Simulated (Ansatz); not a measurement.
BeS (F-43m) at 3 levels of theory

One geometry, relaxed with PBE; plane waves with PAW potentials in Ansatz, scalar-relativistic. No spin polarisation. Gaps are the least over mesh and band path; pressure is positive in compression, and isn't given for hybrids.

```
CELL_PARAMETERS angstrom
0.00000 2.43807 2.43807
2.43807 0.00000 2.43807
2.43807 2.43807 0.00000
ATOMIC_POSITIONS crystal
Be 0.00000 0.00000 0.00000
S 0.75000 0.75000 0.75000
```

```csv
level,cutoff (eV),k mesh,gap (eV),pressure (GPa)
PBE,420,8×8×8,3.15,0.0
```

Task: What comes out on the same cell with r2SCAN, HSE06?

Result:
```
 level  cutoff (eV)  k mesh  gap (eV)  pressure (GPa)
r2SCAN          500   8×8×8      3.60            -0.4
 HSE06          420   6×6×6      4.10               -
```

The cell was reached from a generator's guess, though it ends in a space group that the Crystallography Open Database lists for this formula.
